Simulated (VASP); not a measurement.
A run of VASP 6.6.1 is set up as follows.

Contents of INCAR:

```
SYSTEM = BaF2
  PREC = Accurate
  ENCUT = 600
  EDIFF = 1E-8
  ISMEAR = 0
  SIGMA = 0.03
  LREAL = .FALSE.
  LASPH = .TRUE.
  NELM = 80
  ALGO = Normal
  ISIF = 2
  LWAVE = .FALSE.
  LCHARG = .FALSE.
  GGA = CA
  LEPSILON = .TRUE.
  KPAR = 2
```

KPOINTS

```
regular mesh
0
Monkhorst
  12 12 12
  0 0 0
```

The input POSCAR:

```
BaF2                                    
1.0
   -0.0000000000      3.0434397382      3.0434397382
    3.0434397382     -0.0000000000      3.0434397382
    3.0434397382      3.0434397382      0.0000000000
  Ba              F             
     1     2
Direct
     0.0000000000000000    0.0000000000000000    1.0000000000000000
     0.2500000000000000    0.2500000000000000    0.2500000000000000
     0.7500000000000000    0.7500000000000000    0.7500000000000000
```

Potentials or basis: VASP PAW LDA potentials, release 64 (Ba_sv, F).

Run with:

```bash
$ cat potpaw_LDA.64/Ba_sv/POTCAR potpaw_LDA.64/F/POTCAR > POTCAR
$ mpirun -np 2 vasp_std > vasp.out
```

(1) What does it give for the electronic dielectric tensor (diagonal)?

(2) What does it give for the Born charges (mean of the diagonal)?

Answers

(1) 2.44.

(2) Ba +2.60; F -1.30 e.
